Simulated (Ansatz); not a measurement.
# SnSe: the cost of one run

Method: DFT PBEsol+D3(BJ), scalar-relativistic, plane waves, PAW, in Ansatz 0.2.0.

1 further run of the same task is left out (set aside as unsound or not needed).

### 1 The system as given

It takes space group Fm-3m (No. 225, cubic). Conventional cell: a = 5.874 Å, b = 5.874 Å, c = 5.874 Å, α = 90.00°, β = 90.00°, γ = 90.00°. Around Sn (site symmetry m-3m) lie 6 Se at 2.94 Å. Se (site symmetry m-3m) is surrounded by 6 Sn at 2.94 Å.

Structure file:

```cif
data_structure
_symmetry_space_group_name_H-M 'Fm-3m'
_symmetry_Int_Tables_number 225
_cell_length_a 5.8738
_cell_length_b 5.8738
_cell_length_c 5.8738
_cell_angle_alpha 90.000
_cell_angle_beta 90.000
_cell_angle_gamma 90.000
_cell_volume 202.66
loop_
_atom_site_label
_atom_site_type_symbol
_atom_site_symmetry_multiplicity
_atom_site_Wyckoff_symbol
_atom_site_fract_x
_atom_site_fract_y
_atom_site_fract_z
_atom_site_occupancy
Sn1 Sn 4 a 0.00000 0.00000 0.00000 1
Se1 Se 4 b 0.50000 0.00000 0.00000 1
```

It goes back to an entry of the Materials Project, which need not be the stable form.

This cell was relaxed beforehand with the same method: volume 25.33 Å³/atom, gap on the mesh 0.28 eV.

### 2 The scan

The energy is mapped over the lattice constants a and c of the conventional cell.

The axes are (1) lattice constant a (and b): 5 values from 5.580 to 6.167 Å; (2) lattice constant c: 5 values from 5.03 to 6.72 Å.

Nothing else is relaxed (fractional coordinates fixed). Energies count from the relaxed crystal. Points are written as (first, second).

### 3 Point (5.727 Å, 5.03 Å)

File input.yaml:

```yaml
crystal:
  lattice:
    - [4.0494591145, 0.0, 0.0]
    - [0.0, 4.0494591145, 0.0]
    - [0.0, 0.0, 5.0282]
  atoms:
    - { symbol: Sn, position: [0.5, 0.0, 0.2500241371] }
    - { symbol: Sn, position: [0.0, 0.5, 0.7499758629] }
    - { symbol: Se, position: [0.5, 0.0, 0.7499817524] }
    - { symbol: Se, position: [0.0, 0.5, 0.2500182476] }
basis:
  ecutwfc: 420
kpoints:
  mp_grid: { grid: [8, 8, 6] }
hamiltonian:
  xc: pbesol
  pseudopotentials: { kind: paw }
  dispersion: d3bj
scf:
  occupations: { method: gaussian, width: 0.03 }
output:
  forces: true
  stress: true
  eigenvalues: true
  write_density: true
  write_potential: true
  elf: true
  volumetric_format: npy
```

Started as:

```bash
ansatz run input.yaml --threads 1 --pin off --max-ram 2048MiB --backend cpu --events-out ev --progress --plain --runs-dir out
```

**Question.** How long does this run take on 1 thread of Arm Neoverse N1, shared host, and how much memory does it need?

About 26 s, with a peak of 0.42 GiB.
